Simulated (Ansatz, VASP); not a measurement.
## IrO: VASP beside Ansatz

The input INCAR:

```
PREC = Accurate ; ENCUT = 520
EDIFF = 1E-7 ; ISMEAR = 0
SIGMA = 0.1 ; LREAL = F
LASPH = T ; NELM = 150
ALGO = Normal ; ISIF = 2
LWAVE = F ; LCHARG = F
ISPIN = 2 ; MAGMOM = 1 0
LORBIT = 11 ; LMAXMIX = 4
GGA = PE ; NBANDS = 18
```

Contents of KPOINTS:

```
Automatic mesh
0
Gamma
  6 6 6
```

Contents of POSCAR:

```
IrO
1.0
    2.7816630719      0.0000000000      0.0000000000
    0.0000000000      2.7816630719      0.0000000000
    0.0000000000      0.0000000000      2.7816630719
Ir O
1 1
Direct
    0.0000000000      0.0000000000      0.0000000000
    0.5000000000      0.5000000000      0.5000000000
```

Input for Ansatz:

```yaml
crystal:
  lattice:
    - [2.7816630719, 0.0, 0.0]
    - [0.0, 2.7816630719, 0.0]
    - [0.0, 0.0, 2.7816630719]
  atoms:
    - { symbol: Ir, position: [0.0, 0.0, 0.0], spin: 1.0 }
    - { symbol: O, position: [0.5, 0.5, 0.5] }
basis:
  ecutwfc: 420
kpoints:
  mp_grid: { grid: [6, 6, 6] }
hamiltonian:
  xc: pbe
scf:
  occupations: { method: gaussian, width: 0.1 }
  lower_state_search: "off"
output:
  forces: true
  stress: true
  eigenvalues: true
  populations: true
magnetization:
  spin_polarized: true
```

Alike in both runs: task single point; functional PBE; k mesh 6 × 6 × 6; occupations gaussian, width 0.1 eV; collinear spin.

|  | VASP | Ansatz |
| --- | --- | --- |
| version | VASP 6.6.1 | Ansatz 0.2.0 |
| potentials or method | VASP PAW PBE potentials, release 64 (Ir, O) | scalar-relativistic, plane waves, PAW |
| plane-wave cutoff (eV) | 520 | 420 |
| valence electrons in the cell | 15 | 23 |

```tsv
	VASP	Ansatz	Ansatz less VASP
gap on the k mesh at the Fermi level (eV)	none	none	-
pressure (GPa)	8.6	8.4	-0.24
net moment per atom (μB)	0.00	0.00	0.000
```

A gap of «none» marks a metal or a gap that the smearing closes. The two sets of potentials don't hold the same shells in valence. Ansatz warned: «seeded_moment_not_kept».

Caveats: the k mesh is coarse (spacing up to 0.38 Å⁻¹), so the values aren't converged. Spin-orbit coupling is left out, which matters for the levels of Ir.
